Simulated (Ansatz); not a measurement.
# TiSe (P6_3/mmc) in Ansatz: single point with B3LYP

Aim: the single point of TiSe with B3LYP.

Everything below comes from runs of Ansatz 0.2.0. Logs are shortened: lines on timing, memory, paths and dates and some standing lists are left out, and cuts for length are marked.

### Step 1. The structure

It takes space group P6_3/mmc (No. 194, hexagonal). The conventional cell has a = 3.559 Å, b = 3.559 Å, c = 6.220 Å, α = 90.00°, β = 90.00°, γ = 120.00°. Se (site symmetry -6m2) is surrounded by 6 Ti at 2.58 Å. Ti (site symmetry -3m) is surrounded by 6 Se at 2.58 Å.

### Step 2. Single point, B3LYP

File input.yaml:

```yaml
crystal:
  lattice:
    - [3.559, 0.0, 0.0]
    - [-1.7795, 3.0821844121, 0.0]
    - [0.0, 0.0, 6.22]
  atoms:
    - { symbol: Se, position: [0.6666666667, 0.3333333333, 0.75] }
    - { symbol: Se, position: [0.3333333333, 0.6666666667, 0.25] }
    - { symbol: Ti, position: [0.0, 0.0, 0.5] }
    - { symbol: Ti, position: [0.0, 0.0, 0.0] }
hamiltonian:
  xc: b3lyp
  pseudopotentials: { kind: paw }
kpoints:
  mp_grid: { grid: [5, 5, 3] }
scf:
  occupations: { method: fermi_dirac, width: 0.05 }
output:
  forces: true
  stress: true
  eigenvalues: true
  write_density: true
  write_potential: true
  elf: true
  volumetric_format: npy
```

Potentials or basis: Ansatz PAW.

On the command line:

```sh
$ ansatz run input.yaml --threads 2 --pin off --max-ram 5632MiB --backend cpu --events-out ev --progress --plain --runs-dir out
```

What it wrote:

```text
Warning: output.stress: scf.convergence.dr2_threshold = 1e-7 eV (the SCF's general default) is looser than the 4e-10 eV advised for a printed stress (1e-10 eV for each atom of the cell: 4). What an SCF threshold leaves in a stress goes as its square root, and in the free energy as the threshold itself, and one threshold admits the most on a small cell: of the crystals measured, under no hybrid functional and no lock of the moments, on runs that ended without the residual-converged pass, on stresses that held no estimate of that error, the worst erred by over 100 MPa in a component at 1e-7 eV an atom and by under 5 at 1e-10. Set scf.convergence.dr2_threshold to 4e-10 eV or tighter. The threshold is an SCF's pass mark: one that does not reach it within its budget of iterations ends unconverged, or closes short of it on a stop that the run arms, and scf.convergence.dr2_threshold's page says what that costs each kind of run
Warning: output.stress: scf.exx.energy_threshold = 1e-6 eV is looser than the 4e-8 eV advised for a stress under a hybrid functional (1e-8 eV for each atom of the cell: 4). Every SCF of the exchange loop can meet its threshold on dr2 while the loop round them stops early: no threshold on dr2 bounds what that leaves in the stress. Set scf.exx.energy_threshold to 4e-8 eV or tighter. The threshold is the loop's pass mark: a loop that does not reach it within its budget of cycles ends unconverged, and scf.exx.energy_threshold's page has the law
Warning: RAYON_NUM_THREADS=2 ignored (pool sized by the plan → 2); use --threads N
Engine: ansatz 0.2.0, x86_64-unknown-linux-gnu
Pseudopotentials: kind: paw
Pseudopotential: Se, paw, valence charge 16, recommended cutoff 420 eV (normal), Se.paw.azcp
Pseudopotential: Ti, paw, valence charge 12, recommended cutoff 420 eV (normal), Ti.paw.azcp
Functional definition: B3LYP
  parameter a0 = 0.2
  parameter ax = 0.72
  parameter ac = 0.81
  exchange = (1 - a0 - ax)*slater_x + ax*b88_x + a0*exact_x
  correlation = (1 - ac)*vwn_rpa_c + ac*lyp_c
Crystal: 4 atoms, lattice volume = 68.230 Å³
Basis set: ecut = 420 eV, 1299 PW (Γ), exchange–correlation on 48×48×90 points (8 copies of the dense FFT grid, shifted against one another)
Bands: 34, of which v1, the nominal top of the filled ones, is band 28 counted from 1 (27 counted from 0)
Symmetry: 24 space group operations
Space group: P63/mmc (ITA 194), of the structure as read, at distance tolerance 4.1e-5 Å
k-points: 10 of 75
Non-local potential: Se, projectors of the file, l = 0: 2, l = 1: 2, l = 2: 3, l = 3: 1
Non-local potential: Ti, projectors of the file, l = 0: 3, l = 1: 2, l = 2: 3, l = 3: 1
PAW form: soft (Blöchl's): semilocal exchange-correlation on the pseudo side does not see the compensation charge
PAW frozen core: Se, regenerated for the run's functional, and the local potential with it (the file was generated under x = pbe(κ = 0.804, μ = 0.2195149727645171), c = pbe(β = 0.06672455060314922))
PAW frozen core: Ti, regenerated for the run's functional, and the local potential with it (the file was generated under x = pbe(κ = 0.804, μ = 0.2195149727645171), c = pbe(β = 0.06672455060314922))
PAW one-centre angular grid: Se, 590 points (default); XC on 64 Gauss nodes
PAW one-centre angular grid: Ti, 590 points (default); XC on 64 Gauss nodes
Initial density: superposition of atomic densities (neutral atoms: chi_scale 0, normalization atom), corrected by the library's trained network
Initial wavefunctions: pseudopotential atomic-orbital guess
Functional: x = 0.1 slater + 0.9 b88, c = 0.19 vwn_rpa + 0.81 lyp, warm-up for x = 0.08 slater + 0.72 b88 + 0.2 exact, c = 0.19 vwn_rpa + 0.81 lyp
SCF iter   1: F=—  HF=-15968.711228 eV  |F-HF|=—  |Δ(HF+E_count)|=         —  Δρ=1.04e-2  dr2=7.31e-2  ethr=1.77e-3  ⟨swp⟩=5.0  Hψ=1244  notcnv=0
preconditioner: auto → Kerker (q_TF=auto, 2.640 Å⁻¹)  [metal: Δε(μ)=0.015 eV  Ē_g=7.219 eV  σ=0.050 eV  W_gap=0.07  n_scr=22 (ndim 8)  ℏωp=20.1 eV  f_vac=0.000  D(μ)=5.41/eV (n_scr^D=66)]
SCF iter   2: F=—  HF=-15968.693375 eV  |F-HF|=—  |Δ(HF+E_count)|=   1.79e-2  Δρ=5.57e-3  dr2=2.44e-2  ethr=1.30e-4  ⟨swp⟩=3.0  Hψ=762  notcnv=0
iter 3 solved again at ethr=2.72e-6 eV; its pass at ethr=4.35e-5 eV (dr2=1.52e-3 eV) is discarded
SCF iter   3: F=—  HF=-15968.686092 eV  |F-HF|=—  |Δ(HF+E_count)|=   7.28e-3  Δρ=1.25e-3  dr2=1.55e-3  ethr=2.72e-6  ⟨swp⟩=2.9  Hψ=1496  notcnv=0
SCF iter   4: F=—  HF=-15968.685767 eV  |F-HF|=—  |Δ(HF+E_count)|=   3.24e-4  Δρ=4.58e-4  dr2=1.34e-4  ethr=2.72e-6  ⟨swp⟩=3.0  Hψ=732  notcnv=0
SCF iter   5: F=—  HF=-15968.685793 eV  |F-HF|=—  |Δ(HF+E_count)|=   2.60e-5  Δρ=1.61e-4  dr2=2.12e-5  ethr=2.39e-7  ⟨swp⟩=4.1  Hψ=788  notcnv=0
SCF iter   6: F=—  HF=-15968.685803 eV  |F-HF|=—  |Δ(HF+E_count)|=   9.48e-6  Δρ=7.17e-5  dr2=5.08e-6  ethr=3.78e-8  ⟨swp⟩=4.1  Hψ=854  notcnv=0
SCF iter   7: F=—  HF=-15968.685804 eV  |F-HF|=—  |Δ(HF+E_count)|=   8.24e-7  Δρ=1.70e-5  dr2=1.81e-7  ethr=9.06e-9  ⟨swp⟩=4.0  Hψ=773  notcnv=0
SCF iter   8: F=—  HF=-15968.685804 eV  |F-HF|=—  |Δ(HF+E_count)|=   6.74e-8  Δρ=5.87e-6  dr2=2.33e-8  ethr=3.23e-10  ⟨swp⟩=4.0  Hψ=932  notcnv=0
[... 38 lines left out ...]
SCF iter   6: F=—  HF=-15971.868450 eV  |F-HF|=—  |Δ(HF+E_count)|=   9.44e-8  Δρ=3.60e-6  dr2=1.32e-6  ethr=1.19e-10  ⟨swp⟩=4.3  Hψ=791  notcnv=0
SCF iter   7: F=—  HF=-15971.868457 eV  |F-HF|=—  |Δ(HF+E_count)|=   7.06e-6  Δρ=3.16e-5  dr2=5.55e-7  ethr=2.51e-11  ⟨swp⟩=5.7  Hψ=1118  notcnv=0
SCF iter   8: F=—  HF=-15971.868457 eV  |F-HF|=—  |Δ(HF+E_count)|=   3.28e-8  Δρ=1.00e-6  dr2=3.41e-7  ethr=2.51e-11  ⟨swp⟩=4.9  Hψ=870  notcnv=0
Mixer restart at iter 8: flushing history
SCF iter   9: F=—  HF=-15971.868459 eV  |F-HF|=—  |Δ(HF+E_count)|=   2.02e-6  Δρ=1.64e-5  dr2=1.50e-7  ethr=1.54e-12  ⟨swp⟩=6.2  Hψ=1160  notcnv=0
SCF iter  10: F=—  HF=-15971.868459 eV  |F-HF|=—  |Δ(HF+E_count)|=   6.80e-7  Δρ=1.19e-5  dr2=4.99e-8  ethr=1.54e-12  ⟨swp⟩=5.8  Hψ=1093  notcnv=0
SCF iter  11: F=—  HF=-15971.868460 eV  |F-HF|=—  |Δ(HF+E_count)|=   4.37e-7  Δρ=8.31e-6  dr2=6.21e-8  ethr=1.54e-12  ⟨swp⟩=6.2  Hψ=1298  notcnv=0
SCF iter  12: F=—  HF=-15971.868460 eV  |F-HF|=—  |Δ(HF+E_count)|=   1.58e-8  Δρ=1.42e-6  dr2=1.06e-9  ethr=1.54e-12  ⟨swp⟩=5.1  Hψ=1137  notcnv=0
SCF iter  13: F=—  HF=-15971.868460 eV  |F-HF|=—  |Δ(HF+E_count)|=   1.03e-8  Δρ=2.63e-7  dr2=3.74e-11  ethr=1.48e-12  ⟨swp⟩=4.8  Hψ=870  notcnv=0
SCF iter  14: F=-15971.868460 eV  HF=-15971.868460 eV  |F-HF|=3.64e-12  |Δ(HF+E_count)|=   2.81e-9  Δρ=3.56e-8  dr2=5.76e-13  ethr=1.00e-12  ⟨swp⟩=3.6  Hψ=650  notcnv=0
SCF 4 converged in 14 iterations: F = -15971.868460 eV  dr2 = 5.76e-13
  Residual-converged pass: ⟨swp⟩=4.2  Hψ=1116  notcnv=0  max |occ|·‖R‖ = 9.2e-9 eV (tolerance 1.0e-8 eV)  dr2=5.71e-13  dr2_onsite=8.02e-14  max |Δocc| = 9.9e-14
hybrid outer 3: dexx = +5.816e-5 eV, tail = 5.93e-5 eV, Δε = 2.74e-2 eV (about 9.88e-4 eV left of the loop's levels)
Frozen-core exchange: fock
SCF iter   1: F=—  HF=-15971.868457 eV  |F-HF|=—  |Δ(HF+E_count)|=         —  Δρ=1.39e-6  dr2=6.87e-10  ethr=8.40e-10  ⟨swp⟩=5.6  Hψ=831  notcnv=0
preconditioner: auto → none  [insulator: Δε(μ)=0.299 eV  Ē_g=8.795 eV  σ=0.050 eV  W_gap=0.58  n_scr=22 (ndim 8)  ℏωp=20.1 eV  f_vac=0.000  D(μ)=1.60/eV (n_scr^D=10)]
SCF iter   2: F=-15971.868457 eV  HF=-15971.868457 eV  |F-HF|=3.27e-11  |Δ(HF+E_count)|=   1.12e-7  Δρ=9.47e-7  dr2=2.34e-10  ethr=1.13e-12 (applied; sched 1.00e-12)  ⟨swp⟩=5.3  Hψ=992  notcnv=0
SCF 5 converged in 2 iterations: F = -15971.868457 eV  dr2 = 2.34e-10
  Residual-converged pass: ⟨swp⟩=2.0  Hψ=477  notcnv=0  max |occ|·‖R‖ = 2.2e-6 eV (tolerance 2.4e-6 eV)  dr2=2.34e-10  dr2_onsite=6.58e-11  max |Δocc| = 1.2e-14
hybrid outer 4: dexx = +5.999e-9 eV, tail = 8.83e-10 eV, Δε = 6.22e-5 eV (about 4.20e-6 eV left of the loop's levels), ΔF = 1.16e-18 eV/Å (tail 1.48e-19)
hybrid SCF converged: 4 outer / 30 inner (+10 warm-up), last move |dexx| = 6.00e-9 eV, tail = 8.83e-10 eV
Stability not checked: this state was not tested for a lower state beside it, because the functional holds exact exchange (a hybrid, or Hartree-Fock), whose exchange loop this test does not read (fock_operator; see scf.lower_state_search)
Free energy (F): -15971.868457 eV
Frozen-core exchange: fock
Harris-Foulkes:  -15971.868457 eV  (|F-HF|=3.27e-11)
Internal energy: -15971.856875 eV  (E = F + TS)
E sigma→0 (E₀):  -15971.862666 eV
Entropy (-TS):   -0.011582 eV (-2.896 meV/atom)
Fermi energy:    15.029168 eV
--- Per-component energies (eV) ---
  E_band       = -1038.444312
  E_kinetic    = 793.581145
  E_local      = -5721.463576  (includes V_loc(G=0)·N_el)
  E_nonlocal   = -1179.627903
  E_hartree    = 2777.701680
  E_xc         = -332.930318
  E_vxc        = -361.837935  (∫ρ·V_xc dr)
  E_exx        = -191.489658  (= α·E_x^exact, valence–valence)
  E_paw        = -5831.106675  (= ΣΔE_a)
  E_vpaw       = 258.481016  (= ΣTr[D̂ρ^β])
  E_aug_tail   = -0.001044  (compensation charges beyond the density's cutoff)
  E_ewald      = -6285.310229
  E_core_change = -1.210296  (= ΣΔE_core)
  E_smearing   = -0.011582  (= −TS)
  E_closure    = -0.000000  (closes the sum)
  Σ components = -15971.868457   (vs F -15971.868457, Δ=0.00e0)
--- Forces (eV/Å), atoms counted from 1 ---
  atom   1  Se    -0.00000000     0.00000000     0.00000000
  atom   2  Se    -0.00000000    -0.00000000     0.00000000
  atom   3  Ti     0.00000000     0.00000000     0.00000000
  atom   4  Ti     0.00000000     0.00000000    -0.00000000
  max |Σ_I F_I| component: 6.94e-18 eV/Å
--- Stress (GPa, compression-positive) ---
        2.850566      -0.000000       0.000000
        0.000000       2.850566       0.000000
        0.000000       0.000000      14.271416
  P = ⅓ Tr σ = 6.6575 GPa (66.575 kbar)
--- Band table (eV; the first three rows and the last of 10) ---
  k-point 0: bands = ["-46.6205", "-46.5987", "-37.5605", "-37.5605", "-37.5599", "-37.5599", "-37.5549", "-37.5543", "-37.5499", "-37.5499", "-37.5497", "-37.5497", "-21.7932", "-21.7195", "-21.7195", "-21.6918", "-21.6918", "-21.5407", "-2.6982", "-1.1900", "6.1923", "9.9098", "9.9098", "11.9426", "12.5848", "12.6780", "12.6780", "14.3537", "14.3537", "14.6494", "14.6494", "16.7486", "16.7486", "18.0522"]
  k-point 1: bands = ["-46.6149", "-46.6043", "-37.5604", "-37.5604", "-37.5601", "-37.5601", "-37.5547", "-37.5545", "-37.5498", "-37.5498", "-37.5497", "-37.5497", "-21.7319", "-21.7128", "-21.7128", "-21.6986", "-21.6986", "-21.6043", "-2.3858", "-1.6493", "7.2636", "9.7106", "10.3299", "10.3299", "11.5003", "11.5003", "14.1497", "14.6869", "14.6869", "15.5820", "15.5820", "16.4289", "17.1278", "17.1278"]
  k-point 2: bands = ["-46.6176", "-46.5958", "-37.5608", "-37.5608", "-37.5599", "-37.5597", "-37.5546", "-37.5541", "-37.5497", "-37.5496", "-37.5493", "-37.5491", "-21.7828", "-21.7627", "-21.7305", "-21.7288", "-21.6991", "-21.5321", "-2.2436", "-1.1079", "6.8420", "9.1278", "9.8149", "9.9013", "10.7146", "11.4968", "12.8657", "15.4551", "15.4810", "15.5089", "16.0585", "16.6595", "17.4950", "18.0386"]
  k-point 9: bands = ["-46.6055", "-46.5946", "-37.5609", "-37.5607", "-37.5602", "-37.5598", "-37.5537", "-37.5537", "-37.5491", "-37.5488", "-37.5482", "-37.5481", "-21.8155", "-21.7955", "-21.7648", "-21.7464", "-21.6989", "-21.5785", "-0.9669", "-0.9241", "7.0796", "7.5667", "8.8526", "9.2147", "9.3808", "9.4076", "14.0501", "14.3413", "16.1236", "16.5805", "16.9319", "17.0026", "17.1675", "17.8878"]
```

Wall time 46 s (2 threads of Intel Xeon at 2.70GHz, shared host); peak memory 1.2 GiB.

What came out:

```
Free energy            : -15971.8685 eV
Pressure               : 6.7 GPa
Band gap on the k mesh : none (metal or under the smearing width)
```

Stress tensor (GPa, compression positive):
```
 2.85  0.00  0.00
 0.00  2.85  0.00
 0.00  0.00 14.27
```

Caveat: the k mesh is coarse (spacing up to 0.41 Å⁻¹), so the values aren't converged, least of all with exact exchange; the PAW data sets come from PBE, with cores solved anew for the run's functional, which leaves a small shift of forces and pressure; the thresholds are loose for stress.
